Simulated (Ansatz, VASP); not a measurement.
CaO in VASP and in Ansatz

```
Ca O
1.0
     0.04449    2.65122    2.65122
     2.65122    0.04449    2.65122
     2.65122    2.65122    0.04449
Ca O
1 1
Direct
  0.00132 0.00132 0.00132
  0.24868 0.24868 0.24868
```

Change from the starting cell: shear_111 strain +2.6%.

Alike in both runs: task single point; functional r2SCAN; k mesh 8 × 8 × 8; no spin polarisation.

|  | VASP | Ansatz |
| --- | --- | --- |
| version | VASP 6.6.1 | Ansatz 0.2.0 |
| potentials or method | VASP PAW PBE potentials, release 64 (Ca_sv, O) | plane waves, PAW |
| plane-wave cutoff (eV) | 520 | 500 |
| occupations | gaussian, width 0.01 eV | fixed |
| valence electrons in the cell | 16 | 16 |

```tsv
	VASP	Ansatz	Ansatz less VASP
gap on the k mesh at the Fermi level (eV)	3.63	3.65	+0.024
pressure (GPa)	-1.2	-2.0	-0.85
largest component of the traceless stress (GPa)	0.70	0.69	-0.007
rms of the force components (eV/Å)	0.004	0.001	-0.0035
```

Atom by atom the forces differ by 0.005 eV/Å (rms over components).

Caveats: the PAW data sets were made with another functional, which shifts forces and pressure a little (VASP). A k mesh can miss the band edges.
